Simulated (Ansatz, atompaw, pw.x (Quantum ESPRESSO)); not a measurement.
**From atom to crystal: PAW (atompaw) potential for tin**

Sn (Z = 50), PAW, made with atompaw 4.2.0.5 (PBE, scalar-relativistic). Core [Kr] 4d10, reference 5s2 5p2. Waves: 5s (bound): rc 1.90 bohr; 5s channel at 2.1 Ry: rc 2.70 bohr; 5p (bound): rc 2.70 bohr; 5p channel at 9.22 Ry: rc 2.70 bohr; 5d channel at 0.15 Ry: rc 2.65 bohr. Local part: ultrasoft scheme with l = 3 at 0 Ry, radius 2.35 bohr. Core correction: smooth core density matched at 2.70 bohr. Augmentation charge: besselshape compensation charge, radius 2.00 bohr; PAW radius 2.70 bohr; waves and projectors: custom polynom2 7 10 vanderbiltortho.

Atomic tests: cutoffs needed: 15 Ry and 21 Ry (the cutoffs (Ry, on a coarse ladder) from which the occupation-weighted sum of valence levels, in a spherical-Bessel basis at the reference potential, stays within 10 and 1 mRy of its value at 400 Ry); ghost test: no extra level below or beside the all-electron valence levels (s, p, d, f tested) (spherical-Bessel basis up to 400 Ry, 20 bohr box); lowest eigenvalue of the overlap operator: 0.53 (p channel).

Crystal test: fcc Sn in pw.x 7.5, no spin, 12³ k-points, Fermi–Dirac smearing 0.01 Ry, cutoffs 40/400 Ry. The reference is all-electron LAPW (Ansatz 0.2.0) with the same functional, mesh and smearing; V0 and B0 come from Birch–Murnaghan fits to the pressures at five volumes. Errors are pseudo minus all-electron; Δ is the rms difference of the E(V) curves that follow from these fits, minima aligned, over ±6 % about the mean V0. Mesh and smearing are coarse, so the numbers serve the comparison and aren't converged zero-temperature values; the lattice is a test structure that the element need not adopt.

```
V (Å³/atom)  P all-electron (GPa)  P pseudo (GPa)
     26.589                  2.74            1.48
     27.288                  1.28            0.10
     27.988                  0.02           -1.07
     28.688                 -1.06           -2.08
     29.387                 -1.99           -2.94
```

All-electron: a0 = 4.820 Å (V0 = 28.00 Å³/atom), B0 = 46.5 GPa.

Pseudopotential: mean pressure error (GPa): -1.10; a0 (Å): 4.782; a0 error (%): -0.79; B0 error (%): +5.3; Δ (meV/atom): 6.8. This is a poor potential for the solid. The logarithmic derivative shows an extra or strongly shifted pseudo pole above the reference energy (d near 1.99 Ry).

Task: At the middle volume, how do free energy and pressure move when the wave cutoff is lowered (ecutrho held at 400 Ry)?

Result:

```json
{"cutoff (Ry)": "18", "shift of F (meV/atom)": "+16.7", "shift of P (GPa)": "-0.56"}
{"cutoff (Ry)": "24", "shift of F (meV/atom)": "+2.2", "shift of P (GPa)": "-0.01"}
{"cutoff (Ry)": "32", "shift of F (meV/atom)": "+0.8", "shift of P (GPa)": "-0.03"}
```

The run at the middle volume (72 k-points, 11 iterations) took about 8.4 s on one core of a shared host (Intel(R) Xeon(R) 6975P-C, 192 threads, 378 GiB, load 54).
